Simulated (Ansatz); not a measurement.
## Where the states of Tl lie

```yaml
crystal:
  lattice:
    - [3.25101, 0.00000, 0.00000]
    - [0.00000, 3.25101, 0.00000]
    - [0.00000, 0.00000, 3.25101]
  atoms:
    - { symbol: Tl, position: [0.00000, 0.00000, 0.00000] }
```

The conventional cell has a = 3.251 Å, b = 3.251 Å, c = 3.251 Å, α = 90.00°, β = 90.00°, γ = 90.00°. Around Tl (atom 1) lie 6 Tl at 3.25 Å.

The cell was built from the sc type and relaxed in the same program, and has space group Pm-3m; it needn't be a known or the stable phase.

Spin–orbit coupling is left out, though it moves levels of the heavy atoms by tenths of an eV or more.

Level of theory: DFT, PBE, all-electron LAPW, scalar-relativistic in Ansatz 0.2.0.

Numerical set-up: a Γ-centred 13×13×13 k mesh, Fermi–Dirac smearing of 0.08 eV, basis error target 0.25 meV/atom, no spin polarisation.

States per eV and cell, averaged over 0.6 eV, from -9.4 to 4.8 eV, with energies (bin centres) from the Fermi level; empty bins are left out. 

```csv
E (eV),total
-9.2,0.06
-8.6,0.18
-8.0,0.25
-7.4,0.32
-6.8,0.42
-6.2,0.55
-5.6,0.46
-5.0,0.38
-4.4,0.32
-3.8,0.21
-3.2,0.10
-2.6,0.12
-2.0,0.24
-1.4,0.34
-0.8,0.48
-0.2,0.67
0.4,0.64
1.0,0.65
1.6,0.63
2.2,0.58
2.8,0.53
3.4,0.50
4.0,0.50
4.6,0.55
```
